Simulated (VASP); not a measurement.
Here is a VASP 6.6.1 calculation.

Contents of INCAR:

```
PREC = Accurate
ENCUT = 520
EDIFF = 1E-7
ISMEAR = -1
SIGMA = 0.05
LREAL = F
LASPH = T
NELM = 60
ALGO = Normal
ISIF = 2
LWAVE = F
LCHARG = F
METAGGA = LAK
LMIXTAU = T
```

KPOINTS

```
regular mesh
0
Gamma
  8 8 8
```

File POSCAR:

```
BeTe
1.0
    0.0000000000      2.7700000000      2.7700000000
    2.7700000000      0.0000000000      2.7700000000
    2.7700000000      2.7700000000      0.0000000000
Te Be
1 1
Direct
    0.7500000000      0.7500000000      0.7500000000
    0.0000000000      0.0000000000      0.0000000000
```

The input KPOINTS_OPT:

```
path GXWKGLUWLK,UX
15
line-mode
reciprocal
 0.0000000000  0.0000000000  0.0000000000  G
 0.5000000000  0.0000000000  0.5000000000  X

 0.5000000000  0.0000000000  0.5000000000  X
 0.5000000000  0.2500000000  0.7500000000  W

 0.5000000000  0.2500000000  0.7500000000  W
 0.3750000000  0.3750000000  0.7500000000  K

 0.3750000000  0.3750000000  0.7500000000  K
 0.0000000000  0.0000000000  0.0000000000  G

 0.0000000000  0.0000000000  0.0000000000  G
 0.5000000000  0.5000000000  0.5000000000  L

 0.5000000000  0.5000000000  0.5000000000  L
 0.6250000000  0.2500000000  0.6250000000  U

 0.6250000000  0.2500000000  0.6250000000  U
 0.5000000000  0.2500000000  0.7500000000  W

 0.5000000000  0.2500000000  0.7500000000  W
 0.5000000000  0.5000000000  0.5000000000  L

 0.5000000000  0.5000000000  0.5000000000  L
 0.3750000000  0.3750000000  0.7500000000  K

 0.6250000000  0.2500000000  0.6250000000  U
 0.5000000000  0.0000000000  0.5000000000  X
```

Potentials or basis: VASP PAW PBE potentials, release 64 (Te, Be).

Run with:

```bash
$ cat potpaw_PBE.64/Te/POTCAR potpaw_PBE.64/Be/POTCAR > POTCAR
$ mpirun -np 1 vasp_std > vasp.out
```

**Question.** Predict the band gap along the path.

**Answer.** 2.40 eV, indirect (least direct gap 3.96 eV).

**Question.** Estimate the band gap on the k mesh.

**Answer.** 2.41 eV, indirect (least direct gap 3.96 eV).

**Question.** Predict the pressure.

**Answer.** 6.6 GPa.

Levels at the corners of the path, in eV from the valence-band top:
| point | band 1 | band 2 | band 3 | band 4 | band 5 | band 6 | band 7 | band 8 |
| --- | --- | --- | --- | --- | --- | --- | --- | --- |
| Γ | -13.16 | 0.00 | 0.00 | 0.00 | 3.96 | 3.96 | 3.96 | 5.16 |
| X | -10.93 | -5.73 | -2.98 | -2.98 | 2.40 | 2.96 | 11.11 | 11.11 |
| X | -10.93 | -5.73 | -2.98 | -2.98 | 2.40 | 2.96 | 11.11 | 11.11 |
| W | -10.89 | -5.19 | -4.09 | -3.57 | 5.93 | 6.05 | 6.41 | 6.98 |
| W | -10.89 | -5.19 | -4.09 | -3.57 | 5.93 | 6.05 | 6.41 | 6.98 |
| K | -10.96 | -5.36 | -4.29 | -2.53 | 3.12 | 5.88 | 8.85 | 9.42 |
| K | -10.96 | -5.36 | -4.29 | -2.53 | 3.12 | 5.88 | 8.85 | 9.42 |
| Γ | -13.16 | 0.00 | 0.00 | 0.00 | 3.96 | 3.96 | 3.96 | 5.16 |
| Γ | -13.16 | 0.00 | 0.00 | 0.00 | 3.96 | 3.96 | 3.96 | 5.16 |
| L | -11.55 | -6.15 | -1.30 | -1.30 | 3.77 | 5.05 | 5.05 | 8.70 |
| L | -11.55 | -6.15 | -1.30 | -1.30 | 3.77 | 5.05 | 5.05 | 8.70 |
| U | -10.96 | -5.36 | -4.29 | -2.53 | 3.12 | 5.88 | 8.85 | 9.42 |
| U | -10.96 | -5.36 | -4.29 | -2.53 | 3.12 | 5.88 | 8.85 | 9.42 |
| W | -10.89 | -5.19 | -4.09 | -3.57 | 5.93 | 6.05 | 6.41 | 6.98 |
| W | -10.89 | -5.19 | -4.09 | -3.57 | 5.93 | 6.05 | 6.41 | 6.98 |
| L | -11.55 | -6.15 | -1.30 | -1.30 | 3.77 | 5.05 | 5.05 | 8.70 |
| L | -11.55 | -6.15 | -1.30 | -1.30 | 3.77 | 5.05 | 5.05 | 8.70 |
| K | -10.96 | -5.36 | -4.29 | -2.53 | 3.12 | 5.88 | 8.85 | 9.42 |
| U | -10.96 | -5.36 | -4.29 | -2.53 | 3.12 | 5.88 | 8.85 | 9.42 |
| X | -10.93 | -5.73 | -2.98 | -2.98 | 2.40 | 2.96 | 11.11 | 11.11 |

Caveat: the PAW data sets were made with another functional, which shifts forces and pressure a little; spin-orbit coupling is left out, which moves the levels of the heavy elements.
